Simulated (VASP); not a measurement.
ZnH: electrostatic potential with PBE+D3

The system is ZnH.

```
Zn H
1.0
     2.94802    0.00000    0.00000
     0.00000    2.94802    0.00000
     0.00000    0.00000    2.94802
Zn H
1 1
Direct
  0.50000 0.50000 0.50000
  0.00000 0.00000 0.00000
```

The cell was built by a generator and needn't be a form met in nature.

```yaml
Program: VASP 6.6.1
Task: electrostatic potential
Functional: PBE
Dispersion: D3
Potentials_or_basis: VASP PAW PBE potentials, release 64 (Zn, H)
Cutoff: 520 eV
k_mesh: 9 × 9 × 9
Occupations: gaussian, width 0.1 eV
Spin: no spin polarisation
Further_INCAR_settings: ALGO = Normal; EDIFF = 1e-07
```

* Pressure: -10.8 GPa
* Band gap on the k mesh: none (metal or under the smearing width)
* Dispersion energy per atom: -0.234 eV

Levels at points of the mesh, in eV from the Fermi level:
| k point | band 4 | band 5 | band 6 | band 7 | band 8 | band 9 |
| --- | --- | --- | --- | --- | --- | --- |
| (0.00, 0.00, 0.00) | -6.53 | -6.53 | -6.53 | 4.43 | 8.90 | 8.90 |

Run time: 6 s on 1 thread of Intel(R) Xeon(R) 6975P-C (Granite Rapids), with other jobs on the host, peak memory 0.15 GiB.

Caveat: pairwise dispersion overbinds metals, which lowers pressure and volume.
